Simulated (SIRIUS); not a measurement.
# MgB2 (Fd-3m) in SIRIUS: notebook

One crystal, MgB2, is run at these levels: PBE; tasks: single point.

All numbers are computed with SIRIUS 7.10.0; they aren't measurements. Logs are shortened: lines on timing, memory, paths and dates and some standing lists are left out, and cuts for length are marked. The log counts tension as positive stress, the text compression.

## 1. The structure

The structure is cubic, space group Fd-3m (No. 227). Conventional cell: a = 5.987 Å, b = 5.987 Å, c = 5.987 Å, α = 90.00°, β = 90.00°, γ = 90.00°. Mg (site symmetry -43m) is surrounded by 12 B at 2.48 Å and 4 Mg at 2.59 Å. Around B (site symmetry -3m) lie 6 B at 2.12 Å.

The cell was built by a generator and needn't be a form met in nature.

## 2. Single point, PBE

File sirius.json:

```json
{
  "control": {
    "processing_unit": "cpu",
    "verbosity": 2,
    "num_bands_to_print": 25,
    "print_forces": true,
    "print_stress": true
  },
  "parameters": {
    "electronic_structure_method": "pseudopotential",
    "xc_functionals": ["XC_GGA_X_PBE", "XC_GGA_C_PBE"],
    "gk_cutoff": 9.2,
    "pw_cutoff": 18.4,
    "ngridk": [8, 8, 8],
    "shiftk": [0, 0, 0],
    "smearing": "fermi_dirac",
    "smearing_width": 0.0018374661,
    "num_bands": 25,
    "num_mag_dims": 0,
    "num_dft_iter": 100,
    "energy_tol": 1e-08,
    "density_tol": 1e-06
  },
  "iterative_solver": {
    "type": "davidson",
    "min_tolerance": 1e-09,
    "tolerance_scale": [0.1, 0.25]
  },
  "mixer": {
    "type": "anderson",
    "beta": 0.7,
    "max_history": 8
  },
  "settings": {
    "tol_ne": 1e-10,
    "pseudo_grid_cutoff": 6.5
  },
  "unit_cell": {
    "lattice_vectors": [
      [0.0, 5.657159715725, 5.657159715725],
      [5.657159715725, 0.0, 5.657159715725],
      [5.657159715725, 5.657159715725, 0.0]
    ],
    "atom_coordinate_units": "lattice",
    "atom_types": ["Mg", "B"],
    "atom_files": {
      "Mg": "Mg.json",
      "B": "B.json"
    },
    "atoms": {
      "Mg": [
        [0.0, 0.0, 0.0],
        [0.25, 0.25, 0.25]
      ],
      "B": [
        [0.625, 0.125, 0.625],
        [0.625, 0.625, 0.125],
        [0.125, 0.625, 0.625],
        [0.625, 0.625, 0.625]
      ]
    }
  }
}
```

Potentials or basis: in-house norm-conserving set, PBE (scalar relativistic).

Command:

```sh
> upf_to_json Mg.upf
> upf_to_json B.upf
> OMP_NUM_THREADS=1 sirius.scf --input=sirius.json --output=out.json --task=0
```

The program printed:

```text
[... set-up lines left out ...]
[find] | SCF iteration   1 out of 100|
[find] +------------------------------+
[diagonalize] iterative solver tolerance (occupied, empty): 0.000667349 0.000667349
[diagonalize] average number of iterations: 7
[... band energies of this cycle ...]
[find] Charges and magnetic moments
[find] --------------------------------------------------------------------------------
[find] total charge          : 32.000000
[find] Energy
[find] --------------------------------------------------------------------------------
[find] valence_eval_sum               :     -20.37918876
[find] <rho|V^{XC}>                   :     -26.44693558
[find] <rho|E^{XC}>                   :     -20.95011495
[find] <mag|B^{XC}>                   :       0.00000000
[find] <rho|V^{H}>                    :      81.08555457
[find] one-electron contribution      :     -75.01780775 (Ha),    -150.03561550 (Ry)
[find] hartree contribution           :      40.54277728
[find] xc contribution                :     -20.95011495
[find] ewald contribution             :     -75.37290175
[find] PAW contribution               :       0.00000000
[find] smearing (-TS)                 :      -0.00053219
[find] SCF correction                 :       0.26295663
[find] Total energy                   :    -130.53509054 (Ha),    -261.07018108 (Ry)
[find] Free energy (E-TS)             :    -130.53562273 (Ha),    -261.07124547 (Ry)
[find] band gap (eV)                  :       0.00000000
[find] Efermi                         :       0.42212850
[find] iteration : 1, RMS : 3.472347609895e-03, energy difference : -3.196122234672e-02
[find] Hartree energy of density residual : 3.828096315046e-03
[find] | SCF iteration   2 out of 100|
[diagonalize] iterative solver tolerance (occupied, empty): 0.000166837 0.000166837
[diagonalize] average number of iterations: 2.51724
[... levels, occupations and energy terms ...]
[find] Total energy                   :    -130.53715642 (Ha),    -261.07431284 (Ry)
[find] Free energy (E-TS)             :    -130.53764298 (Ha),    -261.07528597 (Ry)
[find] band gap (eV)                  :       0.00000000
[find] Efermi                         :       0.41454502
[find] iteration : 2, RMS : 8.844460522565e-04, energy difference : -2.065878327443e-03
[find] Hartree energy of density residual : 1.817359145935e-05
[find] | SCF iteration   3 out of 100|
[diagonalize] iterative solver tolerance (occupied, empty): 4.17093e-05 4.17093e-05
[diagonalize] average number of iterations: 2.75862
[find] Total energy                   :    -130.53730977 (Ha),    -261.07461954 (Ry)
[find] Free energy (E-TS)             :    -130.53778877 (Ha),    -261.07557755 (Ry)
[find] band gap (eV)                  :       0.00000000
[find] Efermi                         :       0.41344409
[find] iteration : 3, RMS : 1.753492386084e-04, energy difference : -1.533492910539e-04
[find] Hartree energy of density residual : 9.379228018396e-06
[find] | SCF iteration   4 out of 100|
[diagonalize] iterative solver tolerance (occupied, empty): 1.04273e-05 1.04273e-05
[... 37 lines left out ...]
[find] Total energy                   :    -130.53732388 (Ha),    -261.07464776 (Ry)
[find] Free energy (E-TS)             :    -130.53780608 (Ha),    -261.07561216 (Ry)
[find] band gap (eV)                  :       0.00000000
[find] Efermi                         :       0.41396673
[find] iteration : 8, RMS : 2.404521300717e-07, energy difference : -2.340962623748e-08
[find] Hartree energy of density residual : 1.602882827433e-12
[find] | SCF iteration   9 out of 100|
[diagonalize] iterative solver tolerance (occupied, empty): 1.01829e-08 1.01829e-08
[diagonalize] average number of iterations: 3.31034
[find] Total energy                   :    -130.53732388 (Ha),    -261.07464777 (Ry)
[find] Free energy (E-TS)             :    -130.53780608 (Ha),    -261.07561216 (Ry)
[find] band gap (eV)                  :       0.00000000
[find] Efermi                         :       0.41396651
[find] iteration : 9, RMS : 8.674413260981e-08, energy difference : -3.858787067657e-09
[find] Hartree energy of density residual : 2.145354284995e-13
[find] bands are converged : true
[find] iterative solver converged : false
[find] +------------------------------+
[find] | SCF iteration  10 out of 100|
[find] +------------------------------+
[diagonalize] iterative solver tolerance (occupied, empty): 2.54573e-09 2.54573e-09
[diagonalize] average number of iterations: 3.03448
[diagonalize] Lowest band energies
[diagonalize] ik:    0   -2.372981   -2.371783   -1.154180   -1.154180   -1.154180   -1.151374   -1.151374   -1.151374   -0.103867    0.161588    0.244572    0.244572    0.244572    0.321182    0.321182    0.321182    0.344609    0.344609    0.469205    0.565329    0.565329    0.565329    0.749166    0.749166    0.749166
[diagonalize] ik:    1   -2.372947   -2.371817   -1.154234   -1.154234   -1.154182   -1.151389   -1.151323   -1.151323   -0.098076    0.146980    0.214817    0.240869    0.240869    0.316105    0.316105    0.352987    0.352987    0.361139    0.490325    0.556394    0.587449    0.587449    0.725398    0.725398    0.750539
[diagonalize] ik:    2   -2.372855   -2.371908   -1.154359   -1.154359   -1.154188   -1.151422   -1.151205   -1.151205   -0.081102    0.102547    0.191001    0.235752    0.235752    0.295585    0.295585    0.386244    0.386244    0.416744    0.526831    0.565222    0.641479    0.641479    0.667312    0.667312    0.737968
[... 21 lines left out ...]
[find] ewald contribution             :     -75.37290175
[find] PAW contribution               :       0.00000000
[find] smearing (-TS)                 :      -0.00048220
[find] SCF correction                 :      -0.00000008
[find] Total energy                   :    -130.53732388 (Ha),    -261.07464777 (Ry)
[find] Free energy (E-TS)             :    -130.53780608 (Ha),    -261.07561216 (Ry)
[find] band gap (eV)                  :       0.00000000
[find] Efermi                         :       0.41396661
[find] iteration : 10, RMS : 4.508555227400e-08, energy difference : -7.544542768301e-10
[find] Hartree energy of density residual : 1.355904663796e-12
[find] bands are converged : true
[find] iterative solver converged : true
[find] converged after 11 SCF iterations!
[find] Charges and magnetic moments
[find] --------------------------------------------------------------------------------
[find] total charge          : 32.000000
[find] Energy
[find] --------------------------------------------------------------------------------
[find] valence_eval_sum               :     -20.12283157
[find] <rho|V^{XC}>                   :     -26.45277530
[find] <rho|E^{XC}>                   :     -20.95416259
[find] <mag|B^{XC}>                   :       0.00000000
[find] <rho|V^{H}>                    :      81.08040637
[find] one-electron contribution      :     -74.75046264 (Ha),    -149.50092529 (Ry)
[find] hartree contribution           :      40.54020319
[find] xc contribution                :     -20.95416259
[find] ewald contribution             :     -75.37290175
[find] PAW contribution               :       0.00000000
[find] smearing (-TS)                 :      -0.00048220
[find] SCF correction                 :      -0.00000008
[find] Total energy                   :    -130.53732388 (Ha),    -261.07464777 (Ry)
[find] Free energy (E-TS)             :    -130.53780608 (Ha),    -261.07561216 (Ry)
[find] band gap (eV)                  :       0.00000000
[find] Efermi                         :       0.41396661
[ground_state] === stress tensor components [kbar] ===
[ground_state] === stress_kin ===
[ground_state] -41088.366489    0.000000    0.000000
[ground_state]     0.000000-41088.366489   -0.000000
[ground_state]     0.000000   -0.000000-41088.366489
[ground_state] === stress_har ===
[ground_state] -10979.863876    0.000000    0.000000
[ground_state]     0.000000-10979.863876   -0.000000
[ground_state]     0.000000   -0.000000-10979.863876
[ground_state] === stress_ewald ===
[ground_state] 20413.913502   -0.000000    0.000000
[ground_state]    -0.00000020413.913502    0.000000
[ground_state]     0.000000    0.00000020413.913502
[ground_state] === stress_vloc ===
[ground_state]  4024.113824   -0.000000    0.000000
[ground_state]    -0.000000 4024.113824    0.000000
[ground_state]     0.000000    0.000000 4024.113824
[ground_state] === stress_xc ===
[ground_state]  4742.048652   -0.000000    0.000000
[ground_state]    -0.000000 4742.048652    0.000000
[ground_state]     0.000000    0.000000 4742.048652
[ground_state] === stress_core ===
[ground_state]   586.628172   -0.000000    0.000000
[ground_state]    -0.000000  586.628172    0.000000
[ground_state]     0.000000    0.000000  586.628172
[ground_state] === stress_nonloc ===
[ground_state] 22298.567272   -0.000000    0.000000
[ground_state]    -0.00000022298.567272    0.000000
[ground_state]     0.000000    0.00000022298.567272
[ground_state] === stress_us_nl ===
[ground_state] 22298.567272   -0.000000    0.000000
[ground_state]    -0.00000022298.567272    0.000000
[ground_state]     0.000000    0.00000022298.567272
[ground_state] === stress_total ===
[ground_state]    -2.958943   -0.000000    0.000000
[ground_state]    -0.000000   -2.958943    0.000000
[ground_state]     0.000000    0.000000   -2.958943
[ground_state] ==== total Forces in Ha/bohr =====
[ground_state] atom:    0, force:      -0.0000000     -0.0000000     -0.0000000
[ground_state] atom:    1, force:       0.0000000      0.0000000      0.0000000
[ground_state] atom:    2, force:       0.0000000     -0.0000000      0.0000000
[ground_state] atom:    3, force:       0.0000000     -0.0000000      0.0000000
[ground_state] atom:    4, force:       0.0000000     -0.0000000     -0.0000000
[ground_state] atom:    5, force:       0.0000000      0.0000000      0.0000000
[ground_state] ==== ultrasoft contribution from Qij =====
[ground_state] atom:    0, force:       0.0000000      0.0000000      0.0000000
[ground_state] atom:    1, force:       0.0000000      0.0000000      0.0000000
[ground_state] atom:    2, force:       0.0000000      0.0000000      0.0000000
[ground_state] atom:    3, force:       0.0000000      0.0000000      0.0000000
[ground_state] atom:    4, force:       0.0000000      0.0000000      0.0000000
[ground_state] atom:    5, force:       0.0000000      0.0000000      0.0000000
[ground_state] ==== non-local contribution from Beta-projector =====
[ground_state] atom:    0, force:      -0.0000000     -0.0000000     -0.0000000
[ground_state] atom:    1, force:       0.0000000      0.0000000      0.0000000
[ground_state] atom:    2, force:       0.0000000     -0.0000000      0.0000000
[ground_state] atom:    3, force:       0.0000000     -0.0000000      0.0000000
[ground_state] atom:    4, force:       0.0000000      0.0000000     -0.0000000
[ground_state] atom:    5, force:       0.0000000      0.0000000      0.0000000
[ground_state] ==== contribution from local potential =====
[ground_state] atom:    0, force:       0.0000000      0.0000000      0.0000000
[ground_state] atom:    1, force:       0.0000000     -0.0000000      0.0000000
[ground_state] atom:    2, force:       0.0000000      0.0000000      0.0000000
[ground_state] atom:    3, force:       0.0000000      0.0000000      0.0000000
[ground_state] atom:    4, force:      -0.0000000     -0.0000000     -0.0000000
[ground_state] atom:    5, force:       0.0000000      0.0000000     -0.0000000
[ground_state] ==== contribution from core density =====
[ground_state] atom:    0, force:       0.0000000      0.0000000      0.0000000
[ground_state] atom:    1, force:       0.0000000      0.0000000      0.0000000
[ground_state] atom:    2, force:       0.0000000      0.0000000      0.0000000
[ground_state] atom:    3, force:       0.0000000      0.0000000      0.0000000
[ground_state] atom:    4, force:       0.0000000      0.0000000      0.0000000
[ground_state] atom:    5, force:       0.0000000      0.0000000      0.0000000
[ground_state] ==== Ewald forces from ions =====
[ground_state] atom:    0, force:       0.0000000     -0.0000000      0.0000000
[ground_state] atom:    1, force:       0.0000000      0.0000000      0.0000000
[ground_state] atom:    2, force:       0.0000000     -0.0000000      0.0000000
[ground_state] atom:    3, force:       0.0000000      0.0000000     -0.0000000
[ground_state] atom:    4, force:       0.0000000     -0.0000000      0.0000000
[ground_state] atom:    5, force:       0.0000000      0.0000000     -0.0000000
[~DFT_ground_state] local op. applied: 18565
[~DFT_ground_state] evp. work count: 2937.68
[~DFT_ground_state] number of iterative solver steps: 1161
```

It took 92 s on 1 thread of Arm Neoverse V1, shared host; peak memory 0.4 GiB.

Results:

* Free energy: -3552.1147 eV
* Pressure: 0.3 GPa
* Band gap on the k mesh: none (metal or under the smearing width)

(Continued in part 2 of 2.)
